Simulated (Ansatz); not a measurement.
BaS (NiAs type) was relaxed with 4 functionals in the plane-wave code Ansatz, cell and atoms free, the symmetry of the start kept (meshes: PBE 6×6×4, r2SCAN 6×6×4, PBEsol 6×6×4, LDA 6×6×4). The cell comes from a prototype generator: it can be a known phase or a hypothetical one. Spin polarisation is off.

The PBEsol result:
```cif
data_structure
_symmetry_space_group_name_H-M 'P6_3/mmc'
_symmetry_Int_Tables_number 194
_cell_length_a 4.3756
_cell_length_b 4.3756
_cell_length_c 7.6850
_cell_angle_alpha 90.000
_cell_angle_beta 90.000
_cell_angle_gamma 120.000
_cell_volume 127.42
loop_
_atom_site_label
_atom_site_type_symbol
_atom_site_symmetry_multiplicity
_atom_site_Wyckoff_symbol
_atom_site_fract_x
_atom_site_fract_y
_atom_site_fract_z
_atom_site_occupancy
Ba1 Ba 2 a 0.00000 0.00000 0.00000 1
S1 S 2 c 0.33333 0.66667 0.25000 1
```

The symmetry is P6_3/mmc (No. 194, hexagonal); conventional cell a = 4.376 Å, c = 7.685 Å, 31.86 Å³ an atom. Ba has 6 S at 3.17 Å; S has 6 Ba at 3.17 Å.

Question: What lattice does PBE give?

Answer: a = 4.446 Å, c = 7.804 Å; the volume differs by +4.9 % from PBEsol's. Ba has 6 S at 3.22 Å; S has 6 Ba at 3.22 Å.

Question: What lattice does r2SCAN give?

Answer: a = 4.442 Å, c = 7.789 Å; the volume differs by +4.5 % from PBEsol's. Around Ba lie 6 S at 3.22 Å; around S lie 6 Ba at 3.22 Å.

Question: Held at the r2SCAN cell, what mean stress do LDA and PBE find, and does its sign point to their own minimum?

Answer: Yes. LDA -3.03 GPa, and its relaxed volume is -7.1 % from r2SCAN's; PBE +0.14 GPa, and its relaxed volume is +0.4 % from r2SCAN's. Compression counts positive, so a positive stress asks for a larger cell.
